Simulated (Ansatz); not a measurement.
# TePt (R-3m) in Ansatz: further runs

One crystal, TePt, is run at these levels: PBEsol; tasks: single point, band structure.

Program: Ansatz 0.2.0. These are calculated values, not measurements. Logs are shortened: lines on timing, memory, paths and dates and some standing lists are left out, and cuts for length are marked.

### 1 Starting point

It takes space group R-3m (No. 166, trigonal). The conventional cell has a = 3.963 Å, b = 3.963 Å, c = 19.983 Å, α = 90.00°, β = 90.00°, γ = 120.00°. Pt (site symmetry 3m) has 3 Te at 2.59 Å and 3 Pt at 2.72 Å as nearest neighbours. Te (site symmetry 3m) is surrounded by 3 Pt at 2.59 Å.

### 2 Single point, PBEsol, 21.29 Å³/atom (volume scaled by 0.94)

Contents of input.yaml:

```yaml
crystal:
  lattice:
    - [1.9411146507, 1.1207030661, 6.5250558655]
    - [-1.9411146507, 1.1207030661, 6.5250558655]
    - [0.0, -2.2414061323, 6.5250558655]
  atoms:
    - { symbol: Pt, position: [0.1296666667, 0.1296666667, 0.1296666667] }
    - { symbol: Pt, position: [0.8703333333, 0.8703333333, 0.8703333333] }
    - { symbol: Te, position: [0.402, 0.402, 0.402] }
    - { symbol: Te, position: [0.598, 0.598, 0.598] }
kpoints:
  mp_grid: { grid: [8, 8, 8] }
scf:
  occupations: { method: fermi_dirac, width: 0.05 }
hamiltonian:
  xc: pbesol
  pseudopotentials: { kind: all_electron, lapw: { basis_error: 0.001 } }
output:
  forces: true
  stress: true
  eigenvalues: true
```

Potentials or basis: all-electron LAPW, scalar-relativistic.

The run is started by

```bash
$ ansatz run input.yaml --threads 2 --pin off --max-ram 8192MiB --backend cpu --events-out ev --progress --plain --runs-dir out
```

Log:

```text
Warning: RAYON_NUM_THREADS=2 ignored (pool sized by the plan → 2); use --threads N
LAPW: plane waves up to 9.263 Å⁻¹, error target 1.0e-3 eV per atom; small_component_spin mean_spin; Te in spheres of 1.260 Å, 24 of its electrons in bands, Dirac shells []; Pt in spheres of 1.280 Å, 42 of its electrons in bands, Dirac shells [] (how accurate: hamiltonian.pseudopotentials.lapw.basis_error, Limitations)
Engine: ansatz 0.2.0, x86_64-unknown-linux-gnu
Pseudopotentials: kind: all_electron
Pseudopotential: Pt, LAPW, valence charge 42, lapw/all_electron/scalar/gaussian/Pt, Koelling and Harmon's equation, gaussian nucleus
Pseudopotential: Te, LAPW, valence charge 24, lapw/all_electron/scalar/gaussian/Te, Koelling and Harmon's equation, gaussian nucleus
Functional definition: PBEsol
  exchange = pbesol_x
  correlation = pbesol_c
Crystal: 4 atoms, lattice volume = 85.168 Å³
Basis set: ecut = 326.87501696486623 eV, 1135 PW (Γ), FFT grids on a1−a3, a2−a3, a3, exchange–correlation at level 2
Bands: 80, of which v1, the nominal top of the filled ones, is band 66 counted from 1 (65 counted from 0)
Symmetry: 12 space group operations
Space group: R-3m (ITA 166), of the structure as read, at distance tolerance 4.4e-5 Å
k-points: 65 of 512
Non-local potential: Pt, projectors of the file, none
Non-local potential: Te, projectors of the file, none
[... 19 lines left out ...]
Internal energy: -1371249.389529 eV  (E = F + TS)
E sigma→0 (E₀):  -1371249.397270 eV
Entropy (-TS):   -0.015481 eV (-3.870 meV/atom)
Fermi energy:    19.310759 eV
--- Per-component energies (eV) ---
  E_band       = -9284.012574
  E_kinetic    = 1527686.433020
  E_xc         = -28535.503994
  E_electrostatic = -2870400.318554  (all electrons and nuclei)
  E_smearing   = -0.015481  (= −TS)
  E_closure    = 0.000000  (closes the sum)
  E_atoms      = -1371227.229492  (free atoms, spherical and without spin; not in F)
  Σ components = -1371249.405010   (vs F -1371249.405010, Δ=0.00e0)
  Basis errors (estimates in eV, not in F): energy 4.1e-4 per atom: plane waves 3.7e-4 (2.1e-4 summed), levels above the bands 2.9e-107, relativity 6.4e-8, radial functions 4.4e-5, core shells 1.2e-6; eigenvalues (radial functions only) 1.2e-6; not estimated: angular momenta, meshes, grids; target (lapw.basis_error) 1.0e-3; muffin-tin radii Te 1.260 Å, Pt 1.280 Å
--- Forces (eV/Å), atoms counted from 1 ---
  atom   1  Pt    -0.00000000    -0.00000000     0.22234685
  atom   2  Pt     0.00000000     0.00000000    -0.22234685
  atom   3  Te    -0.00000000     0.00000000    -0.93733235
  atom   4  Te     0.00000000    -0.00000000     0.93733235
  max |Σ_I F_I| component: 1.16e-18 eV/Å
--- Stress (GPa, compression-positive) ---
       10.155321      -0.000000       0.000000
       -0.000000      10.155321       0.000000
        0.000000       0.000000       7.051271
  P = ⅓ Tr σ = 9.1206 GPa (91.206 kbar)
--- Band table (eV; the first three rows and the last of 65) ---
  k-point 0: bands = ["-283.9465", "-283.9465", "-283.9465", "-283.9465", "-283.8694", "-283.8694", "-283.8694", "-283.8694", "-283.8483", "-283.8483", "-140.4808", "-140.4808", "-90.5941", "-90.5941", "-90.5941", "-90.5941", "-90.5770", "-90.5769", "-79.3619", "-79.3332", "-47.9001", "-47.8982", "-47.8755", "-47.8755", "-47.8743", "-47.8743", "-47.8707", "-47.8696", "-47.8202", "-47.8202", "-47.8193", "-47.8193", "-47.7763", "-47.7758", "-33.7038", "-33.7038", "-33.5424", "-33.5424", "-33.5243", "-33.3979", "-18.0652", "-18.0652", "-18.0588", "-18.0588", "-18.0337", "-18.0337", "-18.0321", "-18.0321", "-18.0266", "-18.0241", "5.4519", "7.2059", "11.9967", "13.3172", "13.3172", "14.0259", "14.0259", "14.5159", "16.0020", "16.0020", "17.1277", "17.1277", "17.4178", "20.0692", "20.0692", "20.3880", "20.7398", "22.4636", "22.4636", "23.9389", "25.4045", "25.8102", "25.8102", "27.1286", "27.4653", "27.4653", "28.4563", "30.3395", "30.3395", "30.7105"]
  k-point 1: bands = ["-283.9465", "-283.9465", "-283.9465", "-283.9465", "-283.8694", "-283.8694", "-283.8694", "-283.8694", "-283.8483", "-283.8483", "-140.4808", "-140.4808", "-90.5941", "-90.5941", "-90.5941", "-90.5941", "-90.5770", "-90.5769", "-79.3610", "-79.3341", "-47.9001", "-47.8983", "-47.8755", "-47.8755", "-47.8743", "-47.8742", "-47.8707", "-47.8696", "-47.8202", "-47.8202", "-47.8193", "-47.8193", "-47.7763", "-47.7758", "-33.7069", "-33.7045", "-33.5718", "-33.5398", "-33.4956", "-33.3979", "-18.0653", "-18.0648", "-18.0592", "-18.0582", "-18.0344", "-18.0339", "-18.0321", "-18.0314", "-18.0261", "-18.0235", "5.6309", "7.2650", "12.1667", "13.3555", "13.4024", "13.8240", "14.2471", "14.5859", "15.5682", "15.7469", "17.0974", "17.1503", "17.4876", "18.7640", "19.9702", "20.5949", "21.1521", "21.8067", "21.9733", "24.5687", "25.1836", "25.7013", "26.2810", "26.2987", "27.8058", "27.9783", "29.3858", "29.7863", "30.3056", "31.1232"]
  k-point 2: bands = ["-283.9465", "-283.9465", "-283.9465", "-283.9465", "-283.8694", "-283.8694", "-283.8694", "-283.8694", "-283.8483", "-283.8483", "-140.4808", "-140.4808", "-90.5941", "-90.5941", "-90.5941", "-90.5941", "-90.5770", "-90.5769", "-79.3582", "-79.3368", "-47.8999", "-47.8985", "-47.8757", "-47.8754", "-47.8743", "-47.8741", "-47.8706", "-47.8697", "-47.8202", "-47.8201", "-47.8194", "-47.8193", "-47.7763", "-47.7758", "-33.7139", "-33.7058", "-33.6048", "-33.5337", "-33.4636", "-33.3988", "-18.0655", "-18.0636", "-18.0603", "-18.0568", "-18.0357", "-18.0338", "-18.0323", "-18.0298", "-18.0249", "-18.0222", "6.1128", "7.4357", "12.4634", "12.9734", "13.5066", "14.0036", "14.5970", "14.8367", "15.2757", "15.4613", "16.8258", "16.9727", "17.3185", "17.5919", "18.7229", "19.6678", "20.6452", "21.1117", "22.8731", "23.8328", "24.6899", "26.1889", "27.1675", "27.4464", "27.5913", "28.9383", "29.7358", "30.4913", "30.8157", "31.5974"]
  k-point 64: bands = ["-283.9465", "-283.9465", "-283.9465", "-283.9465", "-283.8694", "-283.8694", "-283.8694", "-283.8694", "-283.8483", "-283.8483", "-140.4808", "-140.4808", "-90.5941", "-90.5941", "-90.5941", "-90.5941", "-90.5770", "-90.5769", "-79.3619", "-79.3332", "-47.9001", "-47.8982", "-47.8755", "-47.8755", "-47.8743", "-47.8743", "-47.8707", "-47.8696", "-47.8202", "-47.8202", "-47.8193", "-47.8193", "-47.7763", "-47.7758", "-33.7038", "-33.7038", "-33.5424", "-33.5424", "-33.5243", "-33.3979", "-18.0653", "-18.0653", "-18.0588", "-18.0588", "-18.0344", "-18.0344", "-18.0314", "-18.0314", "-18.0276", "-18.0231", "6.1286", "6.1793", "13.3347", "13.3443", "13.3443", "13.9636", "13.9636", "14.2425", "16.0197", "16.0197", "17.1464", "17.1464", "17.5033", "17.5593", "20.6850", "20.6850", "21.4259", "21.4259", "23.0825", "24.0630", "24.1304", "26.2606", "26.2606", "27.8939", "27.8939", "28.4828", "29.4978", "29.6652", "29.6652", "30.6920"]
```

Wall time 53 s (2 threads of Intel Xeon Platinum 8375C at 2.90GHz (Ice Lake), shared host); peak memory 1.1 GiB.

What came out:

- Free energy: -1371249.4050 eV
- Pressure: 9.1 GPa
- Largest force: 0.937 eV/Å
- Band gap on the k mesh: none (metal or under the smearing width)

### 3 Single point, PBEsol, 21.75 Å³/atom (volume scaled by 0.96)

Edit input.yaml of step 2 so:

```diff
@@ -2,5 +2,5 @@
   lattice:
-    - [1.9411146507, 1.1207030661, 6.5250558655]
-    - [-1.9411146507, 1.1207030661, 6.5250558655]
-    - [0.0, -2.2414061323, 6.5250558655]
+    - [1.9547849226, 1.1285956013, 6.5710084772]
+    - [-1.9547849226, 1.1285956013, 6.5710084772]
+    - [0.0, -2.2571912026, 6.5710084772]
   atoms:
```

Potentials or basis: all-electron LAPW, scalar-relativistic.

The run is started by

```bash
$ ansatz run input.yaml --threads 2 --pin off --max-ram 8192MiB --backend cpu --events-out ev --progress --plain --runs-dir out
```

Wall time 51 s (2 threads of Intel Xeon Platinum 8375C at 2.90GHz (Ice Lake), shared host); peak memory 1.1 GiB.

It converged, with:

```yaml
Free_energy: -1371249.4877 eV
Pressure: 5.6 GPa
Largest_force: 0.627 eV/Å
Band_gap_on_the_k_mesh: none (metal or under the smearing width)
```

### 4 Single point, PBEsol, 22.20 Å³/atom (volume scaled by 0.98)

Edit input.yaml of step 3 so:

```diff
@@ -2,5 +2,5 @@
   lattice:
-    - [1.9547849226, 1.1285956013, 6.5710084772]
-    - [-1.9547849226, 1.1285956013, 6.5710084772]
-    - [0.0, -2.2571912026, 6.5710084772]
+    - [1.968266624, 1.1363792652, 6.6163272091]
+    - [-1.968266624, 1.1363792652, 6.6163272091]
+    - [0.0, -2.2727585304, 6.6163272091]
   atoms:
```

The run is started by

```bash
$ ansatz run input.yaml --threads 2 --pin off --max-ram 8192MiB --backend cpu --events-out ev --progress --plain --runs-dir out
```

Wall time 51 s (2 threads of Intel Xeon Platinum 8375C at 2.90GHz (Ice Lake), shared host); peak memory 1.1 GiB.

The run converged. Its results:

```yaml
Free_energy: -1371249.5327 eV
Pressure: 2.4 GPa
Largest_force: 0.344 eV/Å
Band_gap_on_the_k_mesh: none (metal or under the smearing width)
```

### 5 Single point, PBEsol, 22.65 Å³/atom

Edit input.yaml of step 4 so:

```diff
@@ -2,5 +2,5 @@
   lattice:
-    - [1.968266624, 1.1363792652, 6.6163272091]
-    - [-1.968266624, 1.1363792652, 6.6163272091]
-    - [0.0, -2.2727585304, 6.6163272091]
+    - [1.9815661262, 1.1440577364, 6.6610334788]
+    - [-1.9815661262, 1.1440577364, 6.6610334788]
+    - [0.0, -2.2881154728, 6.6610334788]
   atoms:
```

The run is started by

```bash
$ ansatz run input.yaml --threads 2 --pin off --max-ram 8192MiB --backend cpu --events-out ev --progress --plain --runs-dir out
```

Run time: 52 s. Hardware: 2 threads of Intel Xeon Platinum 8375C at 2.90GHz (Ice Lake), shared host; peak memory 1.1 GiB.

Results (log left out):

| Item | Value |
| --- | --- |
| Free energy | -1371249.5443 eV |
| Pressure | -0.3 GPa |
| Largest force | 0.193 eV/Å |
| Band gap on the k mesh | none (metal or under the smearing width) |

### 6 Single point, PBEsol, 23.10 Å³/atom (volume scaled by 1.02)

Edit input.yaml of step 5 so:

```diff
@@ -2,5 +2,5 @@
   lattice:
-    - [1.9815661262, 1.1440577364, 6.6610334788]
-    - [-1.9815661262, 1.1440577364, 6.6610334788]
-    - [0.0, -2.2881154728, 6.6610334788]
+    - [1.9946894631, 1.1516344985, 6.7051475689]
+    - [-1.9946894631, 1.1516344985, 6.7051475689]
+    - [0.0, -2.303268997, 6.7051475689]
   atoms:
```

Potentials or basis: all-electron LAPW, scalar-relativistic.

The run is started by

```bash
$ ansatz run input.yaml --threads 2 --pin off --max-ram 8192MiB --backend cpu --events-out ev --progress --plain --runs-dir out
```

Run time: 51 s. Hardware: 2 threads of Intel Xeon Platinum 8375C at 2.90GHz (Ice Lake), shared host; peak memory 1.1 GiB.

It converged, with:

| Quantity | Value |
| --- | --- |
| Free energy | -1371249.5265 eV |
| Pressure | -2.8 GPa |
| Largest force | 0.181 eV/Å |
| Band gap on the k mesh | none (metal or under the smearing width) |

### 7 Single point, PBEsol, 23.56 Å³/atom (volume scaled by 1.04)

Edit input.yaml of step 6 so:

```diff
@@ -2,5 +2,5 @@
   lattice:
-    - [1.9946894631, 1.1516344985, 6.7051475689]
-    - [-1.9946894631, 1.1516344985, 6.7051475689]
-    - [0.0, -2.303268997, 6.7051475689]
+    - [2.0076423551, 1.1591128541, 6.7486887082]
+    - [-2.0076423551, 1.1591128541, 6.7486887082]
+    - [0.0, -2.3182257083, 6.7486887082]
   atoms:
```

The run is started by

```bash
$ ansatz run input.yaml --threads 2 --pin off --max-ram 8192MiB --backend cpu --events-out ev --progress --plain --runs-dir out
```

Run time: 50 s. Hardware: 2 threads of Intel Xeon Platinum 8375C at 2.90GHz (Ice Lake), shared host; peak memory 1.1 GiB.

Results (log left out):

* Free energy: -1371249.4826 eV
* Pressure: -4.9 GPa
* Largest force: 0.363 eV/Å
* Band gap on the k mesh: none (metal or under the smearing width)

### 8 Single point, PBEsol, 24.01 Å³/atom (volume scaled by 1.06)

Edit input.yaml of step 7 so:

```diff
@@ -2,5 +2,5 @@
   lattice:
-    - [2.0076423551, 1.1591128541, 6.7486887082]
-    - [-2.0076423551, 1.1591128541, 6.7486887082]
-    - [0.0, -2.3182257083, 6.7486887082]
+    - [2.0204302308, 1.1664959376, 6.7916751456]
+    - [-2.0204302308, 1.1664959376, 6.7916751456]
+    - [0.0, -2.3329918752, 6.7916751456]
   atoms:
```

The run is started by

```bash
$ ansatz run input.yaml --threads 2 --pin off --max-ram 8192MiB --backend cpu --events-out ev --progress --plain --runs-dir out
```

Wall time 50 s (2 threads of Intel Xeon Platinum 8375C at 2.90GHz (Ice Lake), shared host); peak memory 1.1 GiB.

The run converged. Its results:

```
Free energy            : -1371249.4156 eV
Pressure               : -6.9 GPa
Largest force          : 0.558 eV/Å
Band gap on the k mesh : none (metal or under the smearing width)
```

### 9 Band structure, PBEsol

Contents of input.yaml:

```yaml
crystal:
  lattice:
    - [1.9815661262, 1.1440577364, 6.6610334788]
    - [-1.9815661262, 1.1440577364, 6.6610334788]
    - [0.0, -2.2881154728, 6.6610334788]
  atoms:
    - { symbol: Pt, position: [0.1296666667, 0.1296666667, 0.1296666667] }
    - { symbol: Pt, position: [0.8703333333, 0.8703333333, 0.8703333333] }
    - { symbol: Te, position: [0.402, 0.402, 0.402] }
    - { symbol: Te, position: [0.598, 0.598, 0.598] }
kpoints:
  mp_grid: { grid: [8, 8, 8] }
  band_path:
    path:
      - [0.0, 0.0, 0.0]
      - [0.5, 0.0, 0.0]
      - [0.5, 0.1863329093, -0.1863329093]
    npoints: 6
scf:
  occupations: { method: fermi_dirac, width: 0.05 }
hamiltonian:
  xc: pbesol
  pseudopotentials: { kind: all_electron, lapw: { basis_error: 0.002 } }
output:
  forces: true
  stress: true
  eigenvalues: true
```

Potentials or basis: all-electron LAPW, scalar-relativistic.

The run is started by

```bash
$ ansatz run input.yaml --threads 2 --pin off --max-ram 8192MiB --backend cpu --events-out ev --progress --plain --runs-dir out
```

Log:

```text
Warning: RAYON_NUM_THREADS=2 ignored (pool sized by the plan → 2); use --threads N
LAPW: plane waves up to 8.693 Å⁻¹, error target 2.0e-3 eV per atom; small_component_spin mean_spin; Te in spheres of 1.285 Å, 24 of its electrons in bands, Dirac shells []; Pt in spheres of 1.308 Å, 42 of its electrons in bands, Dirac shells [] (how accurate: hamiltonian.pseudopotentials.lapw.basis_error, Limitations)
[... 1 set-up line as earlier in the session ...]
[... 61 lines left out ...]
  k-point 1: bands = ["-285.3123", "-285.3123", "-285.3123", "-285.3123", "-285.2340", "-285.2340", "-285.2340", "-285.2340", "-285.2135", "-285.2135", "-141.9527", "-141.9527", "-92.0629", "-92.0629", "-92.0628", "-92.0628", "-92.0461", "-92.0460", "-80.6944", "-80.6744", "-49.2621", "-49.2608", "-49.2379", "-49.2378", "-49.2369", "-49.2369", "-49.2320", "-49.2313", "-49.1824", "-49.1824", "-49.1818", "-49.1817", "-49.1378", "-49.1374", "-35.0052", "-35.0030", "-34.8906", "-34.8710", "-34.8178", "-34.7335", "-19.5178", "-19.5174", "-19.5136", "-19.5129", "-19.4924", "-19.4921", "-19.4903", "-19.4897", "-19.4845", "-19.4825", "4.5589", "6.0087", "11.0874", "12.2771", "12.3173", "12.7080", "13.1270", "13.4240", "14.3244", "14.4698", "15.7479", "15.7959", "16.0798", "17.1771", "18.3587", "18.8735", "19.4844", "19.9972", "20.2071", "22.9723", "23.3890", "24.0353", "24.5476", "24.8560", "25.9952", "26.3381", "27.6504", "28.0092", "28.4732", "29.2404"]
  k-point 2: bands = ["-285.3123", "-285.3123", "-285.3123", "-285.3123", "-285.2340", "-285.2340", "-285.2340", "-285.2340", "-285.2135", "-285.2135", "-141.9527", "-141.9527", "-92.0629", "-92.0629", "-92.0629", "-92.0628", "-92.0461", "-92.0460", "-80.6923", "-80.6764", "-49.2620", "-49.2609", "-49.2380", "-49.2378", "-49.2369", "-49.2368", "-49.2320", "-49.2314", "-49.1824", "-49.1823", "-49.1818", "-49.1817", "-49.1378", "-49.1375", "-35.0107", "-35.0028", "-34.9164", "-34.8662", "-34.7929", "-34.7351", "-19.5179", "-19.5165", "-19.5143", "-19.5117", "-19.4934", "-19.4922", "-19.4905", "-19.4886", "-19.4836", "-19.4815", "4.9901", "6.1647", "11.3723", "11.8856", "12.4144", "12.8790", "13.4245", "13.6599", "14.0424", "14.2398", "15.4884", "15.6364", "15.9007", "16.1344", "17.2170", "18.0793", "18.9925", "19.4456", "21.0139", "22.1339", "23.0929", "24.4782", "25.3681", "25.7212", "25.9037", "27.2534", "27.9378", "28.5084", "29.0669", "29.7035"]
  k-point 64: bands = ["-285.3123", "-285.3123", "-285.3123", "-285.3123", "-285.2340", "-285.2340", "-285.2340", "-285.2340", "-285.2135", "-285.2135", "-141.9527", "-141.9527", "-92.0629", "-92.0629", "-92.0628", "-92.0628", "-92.0461", "-92.0460", "-80.6951", "-80.6737", "-49.2622", "-49.2607", "-49.2378", "-49.2378", "-49.2369", "-49.2369", "-49.2321", "-49.2312", "-49.1824", "-49.1824", "-49.1817", "-49.1817", "-49.1379", "-49.1374", "-35.0028", "-35.0028", "-34.8731", "-34.8731", "-34.8349", "-34.7331", "-19.5178", "-19.5178", "-19.5133", "-19.5133", "-19.4925", "-19.4925", "-19.4897", "-19.4897", "-19.4856", "-19.4822", "4.9792", "5.0871", "12.2686", "12.2686", "12.2703", "12.8634", "12.8634", "12.8975", "14.7188", "14.7188", "15.7936", "15.7936", "16.0521", "16.1429", "19.0117", "19.0117", "19.7242", "19.7242", "21.2717", "22.2757", "22.5158", "24.5543", "24.5543", "26.1218", "26.1218", "26.8847", "27.7516", "27.9649", "27.9649", "29.1314"]
```

bands.tsv:

```text
[... 22 lines left out ...]
```

It took 48 s on 2 threads of AMD EPYC 7R13 (Zen 3), shared host; peak memory 0.97 GiB.

Results:

* Free energy: -1371249.5432 eV
* Pressure: -0.3 GPa
* Largest force: 0.193 eV/Å
* Band gap along the path: none (metal or under the smearing width)

Forces on the atoms (eV/Å):
```
Pt   0.000  0.000  0.193
Pt   0.000  0.000 -0.193
Te   0.000  0.000 -0.086
Te   0.000  0.000  0.086
```

Levels at the corners of the path, in eV from the Fermi level:
```tsv
point	band 63	band 64	band 65	band 66	band 67	band 68	band 69	band 70
Γ	-1.76	0.69	0.69	0.86	1.25	2.87	2.87	4.57
L	-2.52	-1.99	-1.88	-1.06	0.31	1.35	1.96	3.78
B1	-2.37	-2.05	-1.29	-1.27	-0.38	1.11	3.36	3.40
```

Caveat: spin-orbit coupling is left out, which moves the levels of the heavy elements.
